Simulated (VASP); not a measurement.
Ni:

```
Ni
1.0
     0.00000    1.73757    1.73757
     1.73757    0.00000    1.73757
     1.73757    1.73757    0.00000
Ni
1
Direct
  0.00000 0.00000 0.00000
```

* Program: VASP 6.6.1
* Task: relaxation of cell and atoms
* Functional: BLYP
* Potentials or basis: VASP PAW PBE potentials, release 64 (Ni)
* Cutoff: 600 eV
* k mesh: 13 × 13 × 13
* Occupations: fermi-dirac, width 0.05 eV
* Spin: collinear spin, ferromagnetic start
* Starting moments: [1.0] μB

At the start: pressure 18.1 GPa; volume 10.49 Å³/atom.

How do energy, volume and symmetry change on relaxing?

Over 32 steps the energy falls by 49.3 meV/atom and the volume is 11.43 Å³/atom (+8.9 %); space group Fm-3m (No. 225, to 0.05 Å); moment 0.62 μB per cell.

Step by step:
```csv
step,energy change (eV),largest force (eV/Å),pressure (GPa),volume (Å³)
1,0.0000,0.0000,18.07,10.49
2,-0.0141,0.0000,-10.75,12.39
3,-0.0493,0.0000,-0.28,11.45
4,-0.0493,0.0000,0.12,11.43
5,-0.0493,0.0000,0.10,11.43
6,-0.0493,0.0000,-0.08,11.43
7,-0.0493,0.0000,0.15,11.43
8,-0.0493,0.0000,0.16,11.43
9,-0.0493,0.0000,0.16,11.43
10,-0.0493,0.0000,0.17,11.43
11,-0.0493,0.0000,0.17,11.43
12,-0.0493,0.0000,0.17,11.43
13,-0.0493,0.0000,0.17,11.43
14,-0.0493,0.0000,0.17,11.43
15,-0.0493,0.0000,0.17,11.43
16,-0.0493,0.0000,0.17,11.43
17,-0.0493,0.0000,0.17,11.43
18,-0.0493,0.0000,0.17,11.43
19,-0.0493,0.0000,0.17,11.43
20,-0.0493,0.0000,0.17,11.43
21,-0.0493,0.0000,0.17,11.43
22,-0.0493,0.0000,0.17,11.43
23,-0.0493,0.0000,0.17,11.43
24,-0.0493,0.0000,0.17,11.43
25,-0.0493,0.0000,0.17,11.43
26,-0.0493,0.0000,0.17,11.43
27,-0.0493,0.0000,0.16,11.43
28,-0.0493,0.0000,0.16,11.43
29,-0.0493,0.0000,0.16,11.43
30,-0.0493,0.0000,0.15,11.43
31,-0.0493,0.0000,0.11,11.43
32,-0.0493,0.0000,0.04,11.43
```

Final structure:
```
Ni
1.0
     0.00000    1.78794    1.78794
     1.78794    0.00000    1.78794
     1.78794    1.78794    0.00000
Ni
1
Direct
  0.00000 0.00000 0.00000
```

Caveat: the PAW data sets were made with another functional, which shifts forces and pressure a little.
